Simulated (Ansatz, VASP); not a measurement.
**Two plane-wave programs on Gd**

INCAR

```
PREC = Accurate
ENCUT = 520
EDIFF = 1E-6
ISMEAR = -1
SIGMA = 0.03
LREAL = F
LASPH = T
NELM = 150
ALGO = Normal
ISIF = 2
LWAVE = F
LCHARG = T
ISPIN = 2
MAGMOM = 7
LORBIT = 11
LMAXMIX = 6
LDAU = T
LDAUTYPE = 2
LDAUL = 3
LDAUU = 3
LDAUJ = 0
LDAUPRINT = 1
GGA = PE
LELF = T
LVHAR = T
NBANDS = 19
```

Contents of KPOINTS:

```
regular mesh
0
Gamma
  11 11 11
```

The input POSCAR:

```
Gd
1.0
   -2.0250000000      2.0250000000      2.0250000000
    2.0250000000     -2.0250000000      2.0250000000
    2.0250000000      2.0250000000     -2.0250000000
Gd
1
Direct
    0.0000000000      0.0000000000      0.0000000000
```

Input for Ansatz:

```yaml
crystal:
  lattice:
    - [-2.025, 2.025, 2.025]
    - [2.025, -2.025, 2.025]
    - [2.025, 2.025, -2.025]
  atoms:
    - { symbol: Gd, position: [0.0, 0.0, 0.0], spin: 7.0 }
magnetization:
  spin_polarized: true
kpoints:
  mp_grid: { grid: [11, 11, 11] }
scf:
  occupations: { method: fermi_dirac, width: 0.03 }
hamiltonian:
  xc: pbe
  pseudopotentials: { kind: paw }
  hubbard: { sites: [{ species: Gd, l: f, u_eff: 3 }] }
output:
  forces: true
  stress: true
  eigenvalues: true
  hubbard: { sites: [{ species: Gd, l: f }] }
  populations: true
  write_density: true
  write_potential: true
  elf: true
  volumetric_format: npy
```

Alike in both runs: task single point; functional PBE; k mesh 11 × 11 × 11; occupations fermi-dirac, width 0.03 eV; collinear spin; Hubbard terms Gd f U = 3.0 eV.

|  | VASP | Ansatz |
| --- | --- | --- |
| version | VASP 6.6.1 | Ansatz 0.2.0 |
| potentials or method | VASP PAW PBE potentials, release 64 (Gd) | PAW with Ansatz's default frozen-core files, scalar-relativistic |
| plane-wave cutoff (eV) | 520 | 420 |
| valence electrons in the cell | 18 | 18 |

Ansatz gave:

| Quantity | Value |
| --- | --- |
| pressure (GPa) | 0.2 |
| net moment per atom (μB) | 7.83 |
| size of the moment on the site where the two differ most (μB) | 7.49 |

Problem. Estimate VASP's values.

Solution. Pressure (GPa): 0.3; net moment per atom (μB): 7.82; size of the moment on the site where the two differ most (μB): 7.12.

Site moments also hang on the region over which each program counts them. The programs project onto different local orbitals, so the same U acts differently. Ansatz warned: «filled_band_counts_differ_across_k_points».

Caveats: spin-orbit coupling is left out, which moves the levels of the heavy elements. The state reached can hang on the start; a lower one may exist.
